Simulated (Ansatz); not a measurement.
Runs of Ansatz 0.2.0 on TiTe. The structure is cubic, space group Fm-3m (No. 225). Conventional cell: a = 6.100 Å, b = 6.100 Å, c = 6.100 Å, α = 90.00°, β = 90.00°, γ = 90.00°. Ti (site symmetry m-3m) has 6 Te at 3.05 Å as nearest neighbours. Te (site symmetry m-3m) is surrounded by 6 Ti at 3.05 Å. The cell comes from a database or a generator and needn't be the stable form of this composition.

```tsv
task	level	U	cell	cutoff (eV)	hubbard projectors	double counting	gap on the mesh (eV)	pressure (GPa)	relaxed volume (Å³/atom)
single point	r2SCAN+U	Ti d U = 6 eV	as given	500	ortho-atomic (the default)	fll (the default)	none	-6.3	-
single point	r2SCAN+U	Ti d U = 2 eV	as given	500	ortho-atomic (the default)	fll (the default)	none	(c)	-
relaxation of cell and atoms	BLYP+D3(BJ)	-	relaxed	420	-	-	none	0.0	21.40
relaxation of cell and atoms	BLYP+D4	-	relaxed	420	-	-	none	0.0	22.54
single point	r2SCAN+U	Ti d U = 3 eV	as given	500	ortho-atomic (the default)	fll (the default)	none	(a)	-
single point	r2SCAN+U	Ti d U = 4 eV	as given	500	ortho-atomic (the default)	fll (the default)	none	-8.1	-
single point	r2SCAN+U	Ti d U = 8 eV	as given	500	ortho-atomic (the default)	fll (the default)	none	-4.6	-
relaxation of cell and atoms	BLYP	-	relaxed	420	-	-	none	0.0	(b)
```

Alike in all rows: potentials or basis Ansatz PAW; no spin polarisation; k mesh 8 × 8 × 8; smearing fermi-dirac 0.05 eV.

Question: Estimate the missing entries.

Answer: (a) -8.9; (b) 24.14; (c) -9.7.

Caveats: the PAW data sets come from PBE, with cores solved anew for the run's functional, which leaves a small shift of forces and pressure; U without spin polarisation on a metal has little footing (some runs); the U is typed as a test and isn't derived for this compound (some runs); the plane-wave basis is chosen anew once the cell has moved, so the energies of steps on either side of that aren't comparable (some runs); the volume moved by over 15 % at a fixed basis, so the end points are rough (some runs); pairwise dispersion overbinds metals, which lowers pressure and volume (some runs).

A k mesh can miss the band edges, and the runs leave out spin-orbit coupling on Te.

A gap of «none» marks a metal or a gap under the smearing width.

Runs at the PBE level aren't shown here.
